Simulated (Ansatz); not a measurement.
## TiTe2: a prediction, then the measurements

These are results of Ansatz 0.2.0, DFT PBE, scalar-relativistic, plane waves, PAW, not measurements.

Cutoff 420 eV; k points 12×12×8 on the computed 3-atom cell (Γ-centred); Gaussian smearing, width 0.10 eV; no spin polarisation.

Relaxed structure:

```
CELL_PARAMETERS angstrom
3.76902 0.00000 0.00000
-1.88451 3.26407 0.00000
0.00000 0.00000 6.89766
ATOMIC_POSITIONS crystal
Ti 0.00000 0.00000 0.00000
Te 0.66667 0.33333 0.25087
Te 0.33333 0.66667 0.74913
```

- Space group: P-3m1 (No. 164)
- Volume per atom: 28.29 Å³
- Formation energy from the elements' standard states (uncorrected): -0.702 eV/atom
- Kohn–Sham band gap: none (metal)
- Density of states at the Fermi level: 1.4 states/eV per cell
- Orbital (Löwdin) character within 0.5 eV of the Fermi level: Ti 3d 71 %, Te 5p 25 %
- Bader charge by site (e): Ti (1 in the cell) 1.37, Te (2 in the cell) -0.68

Spin-orbit coupling is left out, which matters for the bands of heavy elements. The cell holds layers, chains or molecules and no dispersion correction was added, so their binding is poorly described.

**Against measurements.**

Against the measured lattice constant a of TiTe2, 3.77 Å (a printed reference work (data compilation)), the calculated 3.769 Å is off by 0.0 %. Against the measured lattice constant c of TiTe2, 6.54 Å (a printed reference work (data compilation)), the calculated 6.898 Å is off by +5.5 %. The calculation is for 0 K without zero-point motion.

It was relaxed from a cell as deposited in COD. Löwdin shares on free-atom orbitals overweight diffuse shells.
